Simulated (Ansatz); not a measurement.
Cu Kα1 powder pattern (kinematic, no thermal factors).
2θ (°) (relative intensity): 16.25 (33), 23.89 (6), 29.03 (64), 32.84 (1), 34.05 (87), 37.94 (16), 41.02 (100), 48.03 (1), 48.91 (31), 50.17 (5), 51.88 (6), 55.15 (1), 56.31 (2), 57.89 (17), 62.03 (11), 65.69 (48), 68.85 (5), 71.68 (10), 72.68 (7), 74.07 (2), 77.76 (1), 79.08 (13), 79.12 (3), 81.78 (13), 84.09 (3), 86.05 (12), 88.97 (10)

The pattern is computed from a structure relaxed with Ansatz, DFT PBE, scalar-relativistic, plane waves, PAW. No spin polarisation. Its elements are Cd, Se.

Problem. Give the structure.

Solution. CdSe2.
Space group P4/mmm (No. 123). a = 3.721 Å, b = 3.721 Å, c = 5.450 Å, α = 90.00°, β = 90.00°, γ = 90.00°
```
atom  site  symmetry       x       y       z
  Cd    1a     4/mmm  0.0000  0.0000  0.0000
  Se    2h       4mm  0.5000  0.5000  0.2690
```

A pattern alone doesn't exclude other cells with like lines; this is the one computed.

It was reached by relaxing an invented guess, and it needn't be the stable form of this composition.
